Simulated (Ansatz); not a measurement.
Space group P4/mmm (No. 123). a = 2.811 Å, b = 2.811 Å, c = 4.065 Å, α = 90.00°, β = 90.00°, γ = 90.00°
```json
{"atom": "Ti", "site": "1a", "symmetry": "4/mmm", "x": "0.0000", "y": "0.0000", "z": "0.0000"}
{"atom": "Al", "site": "1d", "symmetry": "4/mmm", "x": "0.5000", "y": "0.5000", "z": "0.5000"}
```

Equation of state of this TiAl structure (not necessarily the ground state), with shape and atoms relaxed at each volume where symmetry leaves them free. It has no gap at any of these volumes. Theory: DFT r2SCAN, scalar-relativistic, plane waves, PAW in Ansatz 0.2.0.

Plane waves to 500 eV, a k mesh through Γ of 14×14×10 on the computed 2-atom cell and Gaussian smearing (0.10 eV); no spin polarisation.

```
V (Å³/atom) E − E(largest V) (meV/atom) P (GPa)
     14.129                        54.62    19.75
     14.610                         4.67    13.68
     15.092                       -28.28     8.44
     15.574                       -46.56     3.91
     16.055                       -52.18     0.00
     16.537                       -46.87    -3.38
     17.019                       -32.13    -6.29
     17.661                         0.00    -9.57
```

Question: Fit a third-order Birch–Murnaghan equation to E(V).

Answer: V0 = 16.05 Å³/atom, B0 = 121 GPa, B0' = 3.9.